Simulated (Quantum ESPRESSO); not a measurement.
# GaN (P6_3mc) in Quantum ESPRESSO: a series of runs, part 2 of 2

Quantum ESPRESSO 7.5. Earlier steps stand in the parts before.

**3. Wannier functions, PBE**

The input, pw.in:

```
&CONTROL
  calculation = 'scf'
  prefix = 'pwscf'
  outdir = './tmp'
  pseudo_dir = './pseudo'
  tprnfor = .true.
  tstress = .true.
  disk_io = 'low'
/
&SYSTEM
  ibrav = 0
  nat = 4
  ntyp = 2
  ecutwfc = 84
  nbnd = 26
  occupations = 'smearing'
  smearing = 'fd'
  degauss = 0.00367493
/
&ELECTRONS
  conv_thr = 8d-10
  electron_maxstep = 120
  mixing_beta = 0.5
/
ATOMIC_SPECIES
Ga    69.7230 Ga.upf
N     14.0070 N.upf
CELL_PARAMETERS angstrom
   3.1800000000    0.0000000000    0.0000000000
  -1.5900000000    2.7539607840    0.0000000000
   0.0000000000    0.0000000000    5.1660000000
ATOMIC_POSITIONS crystal
Ga     0.6666666667    0.3333333333    0.5000000000
Ga     0.3333333333    0.6666666667    0.0000000000
N      0.6666666667    0.3333333333    0.8750000000
N      0.3333333333    0.6666666667    0.3750000000
K_POINTS automatic
8 8 4 0 0 0
```

The input, nscf.in:

```
&CONTROL
  calculation = 'nscf'
  prefix = 'pwscf'
  outdir = './tmp'
  pseudo_dir = './pseudo'
  disk_io = 'low'
/
&SYSTEM
  ibrav = 0
  nat = 4
  ntyp = 2
  ecutwfc = 84
  nbnd = 20
  occupations = 'smearing'
  smearing = 'fd'
  degauss = 0.00367493
  nosym = .true.
  noinv = .true.
/
&ELECTRONS
  conv_thr = 1d-09
  electron_maxstep = 120
  mixing_beta = 0.5
  diago_full_acc = .true.
/
ATOMIC_SPECIES
Ga    69.7230 Ga.upf
N     14.0070 N.upf
CELL_PARAMETERS angstrom
   3.1800000000    0.0000000000    0.0000000000
  -1.5900000000    2.7539607840    0.0000000000
   0.0000000000    0.0000000000    5.1660000000
ATOMIC_POSITIONS crystal
Ga     0.6666666667    0.3333333333    0.5000000000
Ga     0.3333333333    0.6666666667    0.0000000000
N      0.6666666667    0.3333333333    0.8750000000
N      0.3333333333    0.6666666667    0.3750000000
K_POINTS crystal
108
  0.00000000   0.00000000   0.00000000 9.25925926e-03
  0.00000000   0.00000000   0.33333333 9.25925926e-03
  0.00000000   0.00000000   0.66666667 9.25925926e-03
  0.00000000   0.16666667   0.00000000 9.25925926e-03
  0.00000000   0.16666667   0.33333333 9.25925926e-03
  0.00000000   0.16666667   0.66666667 9.25925926e-03
[... 100 lines left out ...]
  0.83333333   0.83333333   0.33333333 9.25925926e-03
  0.83333333   0.83333333   0.66666667 9.25925926e-03
```

The input, pw2wan.in:

```
&INPUTPP
  prefix = 'pwscf'
  outdir = './tmp'
  seedname = 'w'
  write_mmn = .true.
  write_amn = .true.
  scdm_proj = .true.
  scdm_entanglement = 'isolated'
/
```

The input, bands.in:

```
&CONTROL
  calculation = 'bands'
  prefix = 'pwscf'
  outdir = './tmp'
  pseudo_dir = './pseudo'
  disk_io = 'low'
/
&SYSTEM
  ibrav = 0
  nat = 4
  ntyp = 2
  ecutwfc = 84
  nbnd = 20
  occupations = 'smearing'
  smearing = 'fd'
  degauss = 0.00367493
/
&ELECTRONS
  conv_thr = 1d-08
  electron_maxstep = 120
  mixing_beta = 0.5
  diago_full_acc = .true.
/
ATOMIC_SPECIES
Ga    69.7230 Ga.upf
N     14.0070 N.upf
CELL_PARAMETERS angstrom
   3.1800000000    0.0000000000    0.0000000000
  -1.5900000000    2.7539607840    0.0000000000
   0.0000000000    0.0000000000    5.1660000000
ATOMIC_POSITIONS crystal
Ga     0.6666666667    0.3333333333    0.5000000000
Ga     0.3333333333    0.6666666667    0.0000000000
N      0.6666666667    0.3333333333    0.8750000000
N      0.3333333333    0.6666666667    0.3750000000
K_POINTS crystal
87
  0.00000000   0.00000000   0.00000000 1
  0.04166700   0.00000000   0.00000000 1
  0.08333300   0.00000000   0.00000000 1
  0.12500000   0.00000000   0.00000000 1
  0.16666700   0.00000000   0.00000000 1
  0.20833300   0.00000000   0.00000000 1
[... 79 lines left out ...]
  0.33333300   0.33333300   0.41666700 1
  0.33333300   0.33333300   0.50000000 1
```

The input, w.win:

```
num_wann = 18
num_bands = 18
auto_projections = true
num_iter = 400
conv_tol = 1.0d-9
conv_window = 4
num_print_cycles = 40
fermi_energy = 11.8064
bands_plot = true
write_hr = true
mp_grid = 6 6 3
exclude_bands = 19-20
begin unit_cell_cart
ang
  3.1800000000   0.0000000000   0.0000000000
 -1.5900000000   2.7539607840   0.0000000000
  0.0000000000   0.0000000000   5.1660000000
end unit_cell_cart
begin atoms_frac
Ga   0.6666666667   0.3333333333   0.5000000000
Ga   0.3333333333   0.6666666667   0.0000000000
N    0.6666666667   0.3333333333   0.8750000000
N    0.3333333333   0.6666666667   0.3750000000
end atoms_frac
begin kpoint_path
G   0.0000000000   0.0000000000   0.0000000000  M   0.5000000000   0.0000000000   0.0000000000
M   0.5000000000   0.0000000000   0.0000000000  K   0.3333333333   0.3333333333   0.0000000000
K   0.3333333333   0.3333333333   0.0000000000  G   0.0000000000   0.0000000000   0.0000000000
G   0.0000000000   0.0000000000   0.0000000000  A   0.0000000000   0.0000000000   0.5000000000
A   0.0000000000   0.0000000000   0.5000000000  L   0.5000000000   0.0000000000   0.5000000000
L   0.5000000000   0.0000000000   0.5000000000  H   0.3333333333   0.3333333333   0.5000000000
H   0.3333333333   0.3333333333   0.5000000000  A   0.0000000000   0.0000000000   0.5000000000
L   0.5000000000   0.0000000000   0.5000000000  M   0.5000000000   0.0000000000   0.0000000000
K   0.3333333333   0.3333333333   0.0000000000  H   0.3333333333   0.3333333333   0.5000000000
end kpoint_path
bands_num_points = 12
begin kpoints
  0.00000000   0.00000000   0.00000000
  0.00000000   0.00000000   0.33333333
  0.00000000   0.00000000   0.66666667
  0.00000000   0.16666667   0.00000000
  0.00000000   0.16666667   0.33333333
  0.00000000   0.16666667   0.66666667
[... 100 lines left out ...]
  0.83333333   0.83333333   0.33333333
  0.83333333   0.83333333   0.66666667
end kpoints
```

Potentials or basis: PseudoDojo 0.4.1 SR PBE standard.

Launch:

```sh
> OMP_NUM_THREADS=1 pw.x -in pw.in > pw.out
> OMP_NUM_THREADS=1 pw.x -in nscf.in > nscf.out
> wannier90.x -pp w
> OMP_NUM_THREADS=1 pw2wannier90.x -in pw2wan.in > pw2wan.out
> wannier90.x w
> OMP_NUM_THREADS=1 pw.x -in bands.in > bands.out
```

pw.out:

```text
This program is part of the open-source Quantum ESPRESSO suite
     for quantum simulation of materials; please cite
         "P. Giannozzi et al., J. Phys.:Condens. Matter 21 395502 (2009);
         "P. Giannozzi et al., J. Phys.:Condens. Matter 29 465901 (2017);
         "P. Giannozzi et al., J. Chem. Phys. 152 154105 (2020);
     in publications or presentations arising from this work. More details at

     Message from routine setup:
     using ibrav=0 with symmetry is DISCOURAGED, use correct ibrav instead

     G-vector sticks info
     --------------------
     sticks:   dense  smooth     PW     G-vecs:    dense   smooth      PW
     Sum         847     847    253                31863    31863    5011

     Using Slab Decomposition

     bravais-lattice index     =            0
     lattice parameter (alat)  =       6.0093  a.u.
     unit-cell volume          =     305.3064 (a.u.)^3
     number of atoms/cell      =            4
     number of atomic types    =            2
     number of electrons       =        36.00
[... 391 lines left out ...]
    -2.4560  -2.4560  -0.7328  -0.7328   4.5449   4.5449   6.8769   6.8769
     9.2699   9.2699  16.9274  16.9274  18.5817  18.5817  19.8334  19.8334
    24.1096  24.1096

     the Fermi energy is    11.8400 ev

!    total energy              =    -347.51955202 Ry
     estimated scf accuracy    <          1.9E-10 Ry
     smearing contrib. (-TS)   =      -0.00000000 Ry
     internal energy E=F+TS    =    -347.51955202 Ry

     The total energy is F=E-TS. E is the sum of the following terms:
     one-electron contribution =    -104.36888120 Ry
     hartree contribution      =      87.16642921 Ry
     xc contribution           =     -96.31015167 Ry
     ewald contribution        =    -234.00694837 Ry

     convergence has been achieved in  12 iterations

     Forces acting on atoms (cartesian axes, Ry/au):

     atom    1 type  1   force =     0.00000000    0.00000000   -0.00533462
     atom    2 type  1   force =     0.00000000   -0.00000000   -0.00533462
     atom    3 type  2   force =     0.00000000    0.00000000    0.00533462
     atom    4 type  2   force =     0.00000000    0.00000000    0.00533462

     Total force =     0.010669     Total SCF correction =     0.000001

     Computing stress (Cartesian axis) and pressure

          total   stress  (Ry/bohr**3)                   (kbar)     P=       74.64
   0.00045938  -0.00000000   0.00000000           67.58       -0.00        0.00
  -0.00000000   0.00045938   0.00000000           -0.00       67.58        0.00
   0.00000000   0.00000000   0.00060340            0.00        0.00       88.76

=------------------------------------------------------------------------------=
   JOB DONE.
=------------------------------------------------------------------------------=
```

Run time: 3.6 min. Hardware: 1 thread of Arm Neoverse V2, shared host; peak memory 0.16 GiB.

What came out:

```
Free energy                   : -4728.2444 eV
Pressure                      : 7.5 GPa
Largest force                 : 0.137 eV/Å
Band gap on the k mesh        : 2.01 eV, direct
Band gap along the path       : 2.01 eV, direct
Total Wannier spread          : 11.01 Å² over 18 functions
RMS miss of the Wannier bands : 0.013 eV
```

Forces in eV/Å, atoms in the order of the input:
```
Ga   0.000  0.000 -0.137
Ga   0.000  0.000 -0.137
N    0.000  0.000  0.137
N    0.000  0.000  0.137
```

Levels at the corners of the path, in eV from the valence-band top:
| point | band 16 | band 17 | band 18 | band 19 | band 20 |
| --- | --- | --- | --- | --- | --- |
| Γ | -0.06 | 0.00 | 0.00 | 2.01 | 4.34 |
| M | -2.77 | -2.25 | -0.98 | 5.11 | 5.64 |
| K | -3.03 | -3.03 | -2.71 | 5.16 | 7.90 |
| Γ | -0.06 | 0.00 | 0.00 | 2.01 | 4.34 |
| A | -0.54 | -0.54 | -0.54 | 4.32 | 4.32 |
| L | -1.95 | -1.92 | -1.92 | 4.46 | 4.46 |
| H | -4.22 | -1.50 | -1.50 | 6.53 | 6.53 |
| A | -0.54 | -0.54 | -0.54 | 4.32 | 4.32 |
| L | -1.95 | -1.92 | -1.92 | 4.46 | 4.46 |
| M | -2.77 | -2.25 | -0.98 | 5.11 | 5.64 |
| K | -3.03 | -3.03 | -2.71 | 5.16 | 7.90 |
| H | -4.22 | -1.50 | -1.50 | 6.53 | 6.53 |

Wannier functions:
```
function  nearest atom  distance (Å)  spread (Å²)  on-site energy from the reference level (eV)
       1          2 Ga          0.02         0.32                                        -14.08
       2          1 Ga          0.02         0.32                                        -14.08
       3          1 Ga          0.02         0.32                                        -14.10
       4          2 Ga          0.02         0.32                                        -14.10
       5          2 Ga          0.01         0.32                                        -14.22
       6          1 Ga          0.01         0.32                                        -14.22
       7          1 Ga          0.01         0.32                                        -14.09
       8          2 Ga          0.01         0.32                                        -14.09
       9          2 Ga          0.01         0.32                                        -14.14
      10          1 Ga          0.01         0.32                                        -14.14
      11           4 N          0.52         0.97                                         -7.19
      12           3 N          0.52         0.97                                         -7.19
      13           4 N          0.52         0.97                                         -7.19
      14           3 N          0.52         0.97                                         -7.19
      15           4 N          0.52         0.97                                         -7.19
      16           3 N          0.52         0.97                                         -7.19
      17           4 N          0.52         0.98                                         -7.20
      18           3 N          0.52         0.98                                         -7.20
```

Parts of the spread (Å²): invariant 9.74, diagonal 0.004, off-diagonal 1.26, total 11.01. Against the direct bands the interpolation misses by 13 meV (root mean square) and 124 meV at most, for states up to 1 eV over the reference level.

Caveat: the Wannier minimisation didn't converge.

**4. Against experiment**

Step 3. A measured gap of GaN is 3.503 eV (direct; quoted in “Studying electronic properties in GaN without electrical contacts using γ-γ vs e−-γ Perturbed Angular Correlations”, 2019, pmc:6823545); the calculated 2.01 eV misses it by -1.50 eV. Spin-orbit coupling on Ga is left out. The value is that of PBE, without temperature or zero-point motion. Semilocal functionals fall short of measured gaps as a rule.
